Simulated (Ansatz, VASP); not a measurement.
One calculation of TiC, two programs

The input INCAR:

```
SYSTEM = TiC
ALGO = Normal
EDIFF = 1E-7
ENCUT = 520
GGA = PS
ISIF = 2
ISMEAR = -1
LASPH = .TRUE.
LCHARG = .TRUE.
LDAU = .TRUE.
LDAUJ = 0 0
LDAUL = 2 -1
LDAUPRINT = 1
LDAUTYPE = 2
LDAUU = 1 0
LELF = .TRUE.
LMAXMIX = 4
LREAL = .FALSE.
LVHAR = .TRUE.
LWAVE = .FALSE.
NBANDS = 15
NELM = 150
PREC = Accurate
SIGMA = 0.05
```

KPOINTS

```
k-points
0
G
  11 11 11
  0 0 0
```

POSCAR

```
TiC
1.0
    0.0000000000      2.1657188437      2.1657188437
    2.1657188437      0.0000000000      2.1657188437
    2.1657188437      2.1657188437      0.0000000000
Ti C
1 1
Direct
    0.0000000000      0.0000000000      0.0000000000
    0.5000000000      0.5000000000      0.5000000000
```

The input input.yaml:

```yaml
crystal:
  lattice:
    - [0.0, 2.1657188437, 2.1657188437]
    - [2.1657188437, 0.0, 2.1657188437]
    - [2.1657188437, 2.1657188437, 0.0]
  atoms:
    - { symbol: Ti, position: [0.0, 0.0, 0.0] }
    - { symbol: C, position: [0.5, 0.5, 0.5] }
hamiltonian:
  xc: pbesol
  pseudopotentials: { kind: paw }
  hubbard: { sites: [{ species: Ti, l: d, u_eff: 1.0 }] }
kpoints:
  mp_grid: { grid: [11, 11, 11] }
  band_path:
    path:
      - [[0.0, 0.0, 0.0], [0.5, 0.0, 0.5], [0.5, 0.25, 0.75], [0.375, 0.375, 0.75], [0.0, 0.0, 0.0], [0.5, 0.5, 0.5], [0.625, 0.25, 0.625], [0.5, 0.25, 0.75], [0.5, 0.5, 0.5], [0.375, 0.375, 0.75]]
      - [[0.625, 0.25, 0.625], [0.5, 0.0, 0.5]]
    npoints: 14
scf:
  occupations: { method: fermi_dirac, width: 0.05 }
  n_extra_bands: 6
output:
  forces: true
  stress: true
  eigenvalues: true
  fatbands: false
```

The cell is a database's computed one.

Alike in both runs: functional PBEsol; k mesh 11 × 11 × 11; occupations fermi-dirac, width 0.05 eV; no spin polarisation; Hubbard terms Ti d U = 1.0 eV.

|  | VASP | Ansatz |
| --- | --- | --- |
| version | VASP 6.6.1 | Ansatz 0.2.0 |
| potentials or method | VASP PAW PBE potentials, release 64 (Ti_sv, C) | Ansatz PAW |
| plane-wave cutoff (eV) | 520 | 420 |
| valence electrons in the cell | 16 | 16 |
| task | single point | band structure |

Ansatz gave:

* gap on the k mesh at the Fermi level (eV): none
* pressure (GPa): -5.3

Problem. Which values does VASP return?

Solution. gap on the k mesh at the Fermi level (eV): none; pressure (GPa): -3.6.

The programs project onto different local orbitals, so the same U acts differently. A gap of «none» marks a metal or a gap that the smearing closes.

Caveats: U without spin polarisation on a metal has little footing; the U is typed as a test and isn't derived for this compound; the PAW data sets were made with another functional, which shifts forces and pressure a little (VASP); the PAW data sets come from PBE, with cores solved anew for the run's functional, which leaves a small shift of forces and pressure (Ansatz).
